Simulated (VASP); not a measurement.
ZrO2 (nc), 6 atoms in the cell. The structure is tetragonal, space group P4_2/nmc (No. 137). Conventional cell: a = 3.621 Å, b = 3.621 Å, c = 5.281 Å, α = 90.00°, β = 90.00°, γ = 90.00°. Around Zr (site symmetry -4m2) lie 4 O at 2.08 Å. O (site symmetry 2mm) is surrounded by 2 Zr at 2.08 Å. 

```yaml
Program: VASP 6.6.1
Task: single point
Functional: PBE
Potentials_or_basis: VASP PAW PBE potentials, release 64 (Zr_sv, O)
Cutoff: 520 eV
k_mesh: 6 × 6 × 6
Occupations: gaussian, width 0.02 eV
Spin: no spin polarisation
Dipole_correction: no
Further_INCAR_settings: ALGO = Fast; EDIFF = 1e-06; NBANDS = 33
```

Potentials or basis: VASP PAW PBE potentials, release 64 (Zr_sv, O).

The run is started by

```bash
$ cat potpaw_PBE.64/Zr_sv/POTCAR potpaw_PBE.64/O/POTCAR > POTCAR
$ mpirun -np 1 vasp_std > vasp.out
```

Hardware: 1 thread of Intel(R) Xeon(R) 6975P-C (Granite Rapids), on a shared host.

Problem. Estimate the wall time of this run.

Solution. Wall time 68 s on 1 thread of Intel(R) Xeon(R) 6975P-C (Granite Rapids), on a shared host, peak memory 0.21 GiB. Counts: scf iterations 24, k points 40.
